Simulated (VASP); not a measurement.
# GaSb: molecular dynamics at constant energy

GaSb, Immm (no. 71), 16 atoms in the cell. PBE, molecular dynamics; PAW potentials Sb, Ga (PBE set).

Ensemble: NVE; Starting temperature (K): 600.

## Input

INCAR:
```
ALGO = Normal
ANDERSEN_PROB = 0.0
EDIFF = 1E-6
ENCUT = 200
GGA = PE
IBRION = 0
ISIF = 2
ISMEAR = 0
ISYM = 0
KPAR = 2
LASPH = True
LCHARG = False
LREAL = Auto
LWAVE = False
MDALGO = 1
NELM = 60
NELMIN = 4
NSW = 60
POTIM = 3.0
PREC = Normal
RANDOM_SEED = 584341 0 0
SIGMA = 0.05
TEBEG = 600
```

KPOINTS:
```
k-points
0
Monkhorst-Pack
  2 1 2
```

POSCAR:
```
GaSb
1.0
    6.2236040000      0.0000000000      0.0000000000
    0.0000000000     10.7000120000      0.0000000000
    0.0000000000      0.0000000000      5.7866260000
Sb Ga
8 8
Direct
    0.0000000000      0.0000000000      0.5000000000
    0.0000000000      0.5000000000      0.5000000000
    0.5000000000      0.0000000000      0.5000000000
    0.5000000000      0.5000000000      0.5000000000
    0.2500000000      0.2500000000      0.0000000000
    0.2500000000      0.7500000000      0.0000000000
    0.7500000000      0.2500000000      0.0000000000
    0.7500000000      0.7500000000      0.0000000000
    0.0000000000      0.0000000000      0.0000000000
    0.0000000000      0.5000000000      0.0000000000
    0.5000000000      0.0000000000      0.0000000000
    0.5000000000      0.5000000000      0.0000000000
    0.2500000000      0.2500000000      0.5000000000
    0.2500000000      0.7500000000      0.5000000000
    0.7500000000      0.2500000000      0.5000000000
    0.7500000000      0.7500000000      0.5000000000
```

Commands:
```
cat potpaw_PBE.64/Sb/POTCAR potpaw_PBE.64/Ga/POTCAR > POTCAR
mpirun -np 2 vasp_std > vasp.out
```

## Result

- Rise of the mean potential energy above the start (meV/atom): 18.0
- Mean temperature (K): 452
- Electronic steps per ionic step after the first: 4.0

Course of the run:

| Time (fs) | Temperature (K) | Potential energy less the first (meV/atom) |
|---|---|---|
| 3 | 600 | 0.0 |
| 18 | 571 | 3.5 |
| 30 | 516 | 10.2 |
| 45 | 437 | 19.8 |
| 57 | 391 | 25.4 |
| 72 | 375 | 27.3 |
| 84 | 395 | 24.8 |
| 99 | 439 | 19.5 |
| 111 | 466 | 16.3 |
| 126 | 470 | 15.8 |
| 138 | 453 | 17.8 |
| 153 | 425 | 21.2 |
| 165 | 410 | 23.0 |
| 180 | 410 | 23.0 |

The mean temperature lies below the starting 600 K, since the atoms start on their sites and part of their kinetic energy turns into potential energy.

REPORT:
```
MDALGO =   1
         ANDERSEN_PROB =  0.00000000
               SCALING =       0
                 CNEXP =     9.000   14.000
           RANDOM_SEED =            584341                0                0

   original number of atomic DOF:         45
   number of independent constraints:      0
   number of active DOF:                  45

========================================
         MD step No.       1
========================================

  Atomic velocities initialized by STEP_tb

  >Energies
                    E_tot             E_pot             E_kin               EPS                ES
   e_b>   -0.55615684E+02   -0.56779031E+02    0.11633470E+01    0.00000000E+00    0.00000000E+00

  >Temperature
               T_sim     T_inst
   tmprt>    600.000    600.000

  >Thermostat, num. of collisions:                0

           RANDOM_SEED =            584341              192                0

[... steps left out ...]

========================================
         MD step No.      60
========================================

  >Energies
                    E_tot             E_pot             E_kin               EPS                ES
   e_b>   -0.55614877E+02   -0.56410306E+02    0.79542871E+00    0.00000000E+00    0.00000000E+00

  >Temperature
               T_sim     T_inst
   tmprt>    600.000    410.245

  >Thermostat, num. of collisions:                0

           RANDOM_SEED =            584341             5856                0
```

OSZICAR:
```
N       E                     dE             d eps       ncg     rms          rms(c)
DAV:   1     0.133341925352E+03    0.13334E+03   -0.12477E+04   164   0.586E+02
DAV:   2    -0.456959283171E+02   -0.17904E+03   -0.17328E+03   198   0.130E+02
DAV:   3    -0.567217608303E+02   -0.11026E+02   -0.10548E+02   208   0.330E+01
DAV:   4    -0.569282204607E+02   -0.20646E+00   -0.20133E+00   184   0.455E+00
DAV:   5    -0.569344746383E+02   -0.62542E-02   -0.62362E-02   208   0.617E-01    0.854E+00
DAV:   6    -0.568356206532E+02    0.98854E-01   -0.51335E-02   200   0.892E-01    0.491E+00
DAV:   7    -0.567785105918E+02    0.57110E-01   -0.10066E-01   200   0.125E+00    0.266E-01
DAV:   8    -0.567789973036E+02   -0.48671E-03   -0.46971E-03   192   0.250E-01    0.769E-02
DAV:   9    -0.567790436925E+02   -0.46389E-04   -0.20739E-04   208   0.557E-02    0.300E-02
DAV:  10    -0.567790362120E+02    0.74806E-05   -0.35185E-05   192   0.190E-02    0.111E-02
DAV:  11    -0.567790322822E+02    0.39297E-05   -0.55857E-06   192   0.733E-03    0.359E-03
DAV:  12    -0.567790311666E+02    0.11156E-05   -0.21478E-07   128   0.183E-03    0.148E-03
[... left out ...]
     58 T=   408. E= -.55614942E+02 F= -.56405442E+02 E0= -.56405442E+02  EK= 0.79050E+00 SP= 0.00E+00 SK= 0.00E+00
     59 T=   409. E= -.55614879E+02 F= -.56407090E+02 E0= -.56407089E+02  EK= 0.79221E+00 SP= 0.00E+00 SK= 0.00E+00
[... last step whole ...]
       N       E                     dE             d eps       ncg     rms          rms(c)
DAV:   1    -0.564102977093E+02   -0.32081E-02   -0.10190E-04   255   0.627E-01    0.206E-03
DAV:   2    -0.564103058558E+02   -0.81465E-05   -0.84692E-05   208   0.226E-02    0.138E-03
DAV:   3    -0.564103059069E+02   -0.51099E-07   -0.75489E-07   144   0.324E-03    0.897E-04
DAV:   4    -0.564103059046E+02    0.22201E-08   -0.10402E-07   136   0.110E-03
     60 T=   410. E= -.55614877E+02 F= -.56410306E+02 E0= -.56410306E+02  EK= 0.79543E+00 SP= 0.00E+00 SK= 0.00E+00
```

Limits: 180 fs of 16 atoms are too short for converged averages.

VASP 6.6.1 took 407 s on 2 cores (Intel Xeon Platinum 8259CL @ 2.50GHz (Skylake/Cascade Lake)), a shared host.
